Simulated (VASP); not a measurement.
Write the native input for VASP 6.6.1 that does the following.

```
Task                   : relaxation of cell and atoms
Functional             : PBE
Potentials or basis    : VASP PAW PBE potentials, release 64 (Mo_sv, Se)
Cutoff                 : 520 eV
k mesh                 : 9 × 9 × 2
Occupations            : gaussian, width 0.1 eV
Spin                   : no spin polarisation
Further INCAR settings : ALGO = Normal; EDIFF = 1e-06; IBRION = 2; EDIFFG = -0.01; NSW = 90; ISIF = 3
```

The structure of MoSe2 lies in POSCAR:

```
MoSe2
1.0
    3.2880000000      0.0000000000      0.0000000000
   -1.6440000000      2.8474915300      0.0000000000
    0.0000000000      0.0000000000     12.9000000000
Mo Se
2 4
Direct
    0.3333333300      0.6666666700      0.2500000000
    0.6666666700      0.3333333300      0.7500000000
    0.3333333300      0.6666666700      0.6250000000
    0.6666666700      0.3333333300      0.1250000000
    0.3333333300      0.6666666700      0.8750000000
    0.6666666700      0.3333333300      0.3750000000
```

These files were run (other wordings do the same):

INCAR

```
  ALGO = Normal
  EDIFF = 1E-6
  EDIFFG = -0.01
  ENCUT = 520
  GGA = PE
  IBRION = 2
  ISIF = 3
  ISMEAR = 0
  KPAR = 2
  LASPH = True
  LCHARG = False
  LREAL = False
  LWAVE = False
  NELM = 120
  NSW = 90
  PREC = Accurate
  SIGMA = 0.1
```

KPOINTS

```
k-points
0
Gamma
  9 9 2
```

Potentials or basis: VASP PAW PBE potentials, release 64 (Mo_sv, Se).

Command:

```console
$ cat potpaw_PBE.64/Mo_sv/POTCAR potpaw_PBE.64/Se/POTCAR > POTCAR
$ mpirun -np 2 vasp_std > vasp.out
```

It gave:

| Property | Result |
| --- | --- |
| Relaxed volume | 23.07 Å³/atom |
| Relaxed cell | a = 3.323 Å, b = 3.323 Å, c = 14.471 Å, α = 90.00°, β = 90.00°, γ = 120.00° |
| Space group after relaxing (to 0.05 Å) | P6_3/mmc (No. 194) |
| Energy gained by relaxing | 42.3 meV/atom |
| Ionic steps | 33 |
| Pressure after relaxing | 0.0 GPa |
| Band gap on the k mesh | 1.36 eV, indirect (least direct gap 1.41 eV) |

Caveat: an odd mesh through Γ misses points on the zone boundary, where band edges often lie; this functional lacks dispersion, which binds the layers, so the pressure and a relaxed spacing across them are unreliable; the volume moved by +15 % from the deposited cell, more than functionals usually miss.

Run time: 18 min on 2 MPI ranks on Intel(R) Xeon(R) Platinum 8559C (Emerald Rapids), with other jobs on the host, peak memory 0.26 GiB a rank.
